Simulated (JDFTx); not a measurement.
## BN under changes of volume

One of the cells (5.959 Å³/atom); the others are scaled copies at fixed shape and fractional positions:

```xyz
2
Lattice="0.0000 1.8130 1.8130 1.8130 0.0000 1.8130 1.8130 1.8130 0.0000" Properties=species:S:1:pos:R:3 pbc="T T T"
N     0.9065    0.9065    0.9065
B     0.0000    0.0000    0.0000
```

The cell is a database's computed one.

```yaml
Program: JDFTx 1.7.0 (patched build)
Functional: PBEsol
Potentials_or_basis: PseudoDojo-SR-PBEsol-0.4.1-standard with smoothed tails
Cutoff: 1143 eV
Density_cutoff: 9143 eV
k_mesh: 13 × 13 × 13
Occupations: fermi-dirac, width 0.05 eV
Spin: no spin polarisation
```

```tsv
volume (Å³/atom)	energy over the lowest point (meV/atom)	pressure (GPa)	gap on the mesh (eV)
5.602	15.56	19.5	4.48
5.721	4.51	10.3	4.46
5.840	0.00	1.9	4.43
5.959	?	?	?
6.078	8.33	-12.7	4.38
6.198	20.13	-19.0	4.35
6.317	36.43	-24.7	4.33
```

What does the run at 5.959 Å³/atom give?

Energy over the lowest point 1.45 meV/atom; pressure -5.7 GPa; gap on the mesh 4.41 eV.

Worked out: A Birch-Murnaghan fit of order 3 (a polynomial in V^(-2/3)) to the other rows has its minimum at 5.87 Å³/atom with B0 = V·E''(V) = 385 GPa and B' = 3.7. It gives 1.45 meV/atom at 5.959 Å³/atom, against the run's 1.45, and -dE/dV = -5.7 GPa, against -5.7. A straight line through the other rows of the gap, of slope -1.28 eV per unit of ln V, gives 4.40 eV, against the run's 4.41.

Energies are extrapolated to zero smearing.

Caveats: an odd mesh through Γ misses points on the zone boundary, where band edges often lie.
